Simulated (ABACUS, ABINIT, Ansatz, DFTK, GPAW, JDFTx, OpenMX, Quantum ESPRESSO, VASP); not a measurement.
**Rb: 11 runs at one level of theory**

```
Rb
1.0
    -2.80250    2.80250    2.80250
     2.80250   -2.80250    2.80250
     2.80250    2.80250   -2.80250
Rb
1
Direct
  0.00000 0.00000 0.00000
```

Alike in all runs: task single point; functional PBE; k mesh 7 × 7 × 7; occupations fermi-dirac, width 0.05 eV; no spin polarisation; no spin-orbit coupling. Pressure is positive in compression and, in plane waves, holds the error of the finite cutoff, which Ansatz's Pulay term estimates and takes out.

```tsv
program and potentials	plane-wave cutoff (eV)	notes	pressure (GPa)
JDFTx, PseudoDojo-SR-PBE-0.5-standard	626	-	0.07
JDFTx, PseudoDojo-SR-PBE-0.5-standard with smoothed tails	626	-	0.07
Quantum ESPRESSO, SSSP 1.3 efficiency PBE	816	-	0.09
VASP, PBE PAW files Rb_sv, 520 eV	520	-	0.09
DFTK, PseudoDojo SR PBE 0.4.1 standard (PBE)	789	-	0.09
Ansatz, all-electron LAPW, scalar-relativistic	-	-	0.09
ABINIT, JTH PAW PBE v2.0	435	-	?
OpenMX, OpenMX 2013 PBE set, Rb11.0-s3p2d2, grid cutoff 260 Ry	-	atomic basis	0.14
ABACUS, PseudoDojo NC SR 0.4.1 PBE standard, plane waves	639	-	0.09
Ansatz, Ansatz PAW (earlier soft set)	420	-	0.09
GPAW, GPAW PAW data sets (gpaw-data 1.2.1)	600	-	0.08
```

Question: Estimate from the other rows what the run with ABINIT, JTH PAW PBE v2.0 gave.

Answer: Pressure 0.10 GPa. The other rows, which needn't bracket it: pressure 0.07 to 0.14.
